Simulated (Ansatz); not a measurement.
# From the elastic tensor of GaP at 15 GPa (stress–strain coefficients) to moduli and sound speeds

Computed with DFT PBEsol, scalar-relativistic, plane waves, PAW (Ansatz). Settings: 420 eV plane-wave cutoff, Γ-centred 10×10×10 mesh, fixed occupations. No spin polarisation.

Symmetry: F-43m, No. 216, cubic system. The conventional cell has a = 5.204 Å, b = 5.204 Å, c = 5.204 Å, α = 90.00°, β = 90.00°, γ = 90.00°. Ga (site symmetry -43m) is surrounded by 4 P at 2.25 Å. Around P (site symmetry -43m) lie 4 Ga at 2.25 Å.

Relaxed-ion constants (GPa, on the Cartesian axes of the calculation):
```
193.9 122.1 122.1   0.0   0.0   0.0
122.1 193.9 122.1   0.0   0.0   0.0
122.1 122.1 193.9   0.0   0.0   0.0
  0.0   0.0   0.0  72.9   0.0   0.0
  0.0   0.0   0.0   0.0  72.9   0.0
  0.0   0.0   0.0   0.0   0.0  72.9
```

Density 4.745 g/cm³; 2 atoms in 35.24 Å³.

The values that follow are for a polycrystal of randomly turned grains, by Hill's mean where one number stands.

```json
{"Bulk modulus, Voigt / Reuss / Hill": "146.1 / 146.1 / 146.1 GPa", "Shear modulus, Voigt / Reuss / Hill": "58.1 / 51.6 / 54.9 GPa", "Young's modulus": "146 GPa", "Poisson ratio": "0.333", "Pugh ratio B/G": "2.66", "Universal anisotropy index": "0.63", "Longitudinal and transverse sound speeds": "6797 and 3400 m/s", "Debye temperature from the mean sound speed": "436 K"}
```

Cost: 1 run of about 0.89 core-minutes, on Intel Xeon 6975P-C (Granite Rapids) (shared hosts).

Compressed GaP resists a change of volume far more strongly than a change of shape. The softest response is the tetragonal shear governed by the difference between C11 and C12, with a stiffness only about half the C44 of 72.9 GPa. In the open tetrahedral network this shear mainly bends bond angles, which costs less than stretching the directional sp³ bonds. Pressure adds short-range repulsion and so raises the bulk modulus, but it does little to brace the angles; this probably explains the large gap between the bulk and shear moduli.

The same imbalance produces the Pugh ratio of 2.66, which would conventionally be read as ductile. That reading is unsafe here, because plasticity in a covalent semiconductor depends on dislocation motion through directional bonds, not on elastic moduli alone. The constants satisfy the cubic stability conditions, so the lattice withstands small homogeneous strains at this pressure. This doesn't establish that zinc blende is the phase of lowest enthalpy, nor does it exclude a phonon instability at finite wavevector.
